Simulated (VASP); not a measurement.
Set up this calculation in VASP 6.6.1, as the native input.

| Item | Value |
| --- | --- |
| Task | relaxation of cell and atoms |
| Functional | PBE |
| Potentials or basis | VASP PAW PBE potentials, release 64 (Pd) |
| Cutoff | 600 eV |
| k mesh | 6 × 6 × 4 |
| Occupations | gaussian, width 0.1 eV |
| Spin | no spin polarisation |
| Dipole correction | no |
| Further INCAR settings | ALGO = Fast; EDIFF = 1e-06; IBRION = 2; EDIFFG = -0.04; NSW = 90; ISIF = 3 |

The structure of Pd lies in POSCAR:

```
Pd
1.0
    4.5905052597      0.0000000000      0.0000000000
   -2.2952526298      3.9754941711      0.0000000000
    0.0000000000      0.0000000000      5.3013747959
Pd
5
Direct
    0.0000000000      0.5000000000      0.6666700000
    0.5000000000      0.0000000000      0.6666700000
    0.5000000000      0.5000000000      0.6666700000
    0.3333333333      0.6666666667      0.3271800000
    0.6666666667      0.3333333333      0.3271800000
```

The cell was built by a generator and needn't be a form met in nature.

The cell isn't the ideal one: random cell with space group P6mm (No. 183).

One way to write it, as run:

INCAR

```
ALGO = Fast ; EDIFF = 1E-6
EDIFFG = -0.04 ; ENCUT = 600
GGA = PE ; IBRION = 2
ISIF = 3 ; ISMEAR = 0
LASPH = T ; LCHARG = F
LREAL = F ; LWAVE = F
NELM = 100 ; NSW = 90
PREC = Accurate ; SIGMA = 0.1
```

KPOINTS

```
k-points
0
Gamma
  6 6 4
```

Potentials or basis: VASP PAW PBE potentials, release 64 (Pd).

Run with:

```sh
$ cat potpaw_PBE.64/Pd/POTCAR > POTCAR
$ mpirun -np 1 vasp_std > vasp.out
```

Results of the run:

- Relaxed volume: 21.02 Å³/atom
- Relaxed cell: a = 5.211 Å, b = 5.211 Å, c = 4.470 Å, α = 90.00°, β = 90.00°, γ = 120.00°
- Space group after relaxing (to 0.05 Å): P6/mmm (No. 191)
- Energy gained by relaxing: 1903.5 meV/atom
- Ionic steps: 24
- Pressure after relaxing: 0.1 GPa
- Largest force after relaxing: 0.023 eV/Å
- Band gap on the k mesh: none (metal or under the smearing width)

Wall time 20 min on 1 thread of AMD EPYC 9R45 96-Core Processor (Zen 5), on a shared host, peak memory 0.26 GiB.
